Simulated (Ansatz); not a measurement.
# Hf3N: one candidate structure

Aim: relax Hf3N from this start, A15 type (Pm-3n, No. 223), and see where it ends.

Method: DFT PBE, scalar-relativistic, plane waves, PAW, in Ansatz 0.2.0.

## Step 1: The system as given

Symmetry: Pm-3n, No. 223, cubic system. Conventional cell: a = 5.146 Å, b = 5.146 Å, c = 5.146 Å, α = 90.00°, β = 90.00°, γ = 90.00°. Around Hf (site symmetry -4m2) lie 2 Hf at 2.57 Å and 4 N at 2.88 Å. N (site symmetry m-3) is surrounded by 12 Hf at 2.88 Å.

Structure file:

```xyz
8
Lattice="5.1460 0.0000 0.0000 0.0000 5.1460 0.0000 0.0000 0.0000 5.1460" Properties=species:S:1:pos:R:3 pbc="T T T"
Hf    0.0000    2.5730    1.2865
Hf    0.0000    2.5730    3.8595
Hf    1.2865    0.0000    2.5730
Hf    3.8595    0.0000    2.5730
Hf    2.5730    3.8595    0.0000
Hf    2.5730    1.2865    0.0000
N     0.0000    0.0000    0.0000
N     2.5730    2.5730    2.5730
```

(A quick probe on a coarse mesh, which set the mesh and smearing, is not shown.)

## Step 3: Rough relaxation on the coarse mesh

input.yaml reads:

```yaml
crystal:
  lattice:
    - [5.1459834553, 0.0, 0.0]
    - [0.0, 5.1459834553, 0.0]
    - [0.0, 0.0, 5.1459834553]
  atoms:
    - { symbol: Hf, position: [0.0, 0.5, 0.25] }
    - { symbol: Hf, position: [0.0, 0.5, 0.75] }
    - { symbol: Hf, position: [0.25, 0.0, 0.5] }
    - { symbol: Hf, position: [0.75, 0.0, 0.5] }
    - { symbol: Hf, position: [0.5, 0.75, 0.0] }
    - { symbol: Hf, position: [0.5, 0.25, 0.0] }
    - { symbol: "N", position: [0.0, 0.0, 0.0] }
    - { symbol: "N", position: [0.5, 0.5, 0.5] }
basis:
  ecutwfc: 420
kpoints:
  mp_grid: { grid: [4, 4, 4] }
hamiltonian:
  xc: pbe
scf:
  occupations: { method: gaussian, width: 0.1 }
  lower_state_search: "off"
output:
  forces: true
  stress: true
  eigenvalues: true
relax:
  adjacent_minimum: "off"
  f_tol: 0.04
  max_steps: 70
  cell: { stress_tol: 0.4 }
```

The run is started by

```sh
ansatz run input.yaml --threads 1 --pin off --max-ram 2560MiB --backend cpu --events-out ev --progress --plain --runs-dir out
```

Further runs follow: relaxing cell and atoms; reference for the rattle test; rattled and relaxed without symmetry.

Before running it: what results should come out?

**Answer**, as computed:

Formation energies count from the elements, computed with the same settings in runs not shown here.

| quantity | value |
| --- | --- |
| cell | a = 5.235 Å, b = 5.235 Å, c = 5.235 Å, α = 90.00°, β = 90.00°, γ = 90.00° |
| space group | Pm-3n (No. 223) |
| volume | 17.93 Å³/atom |
| gap on the mesh | none (metal) |
| formation energy from the elements | +0.776 eV/atom |

The space group stayed Pm-3n, and from the first guess the volume went from 17.03 to 17.93 Å³/atom. The formation energy of +0.78 eV/atom is positive, so the elements lie lower than this structure; another structure of the compound can lie lower. The runs treat Hf without spin-orbit coupling.
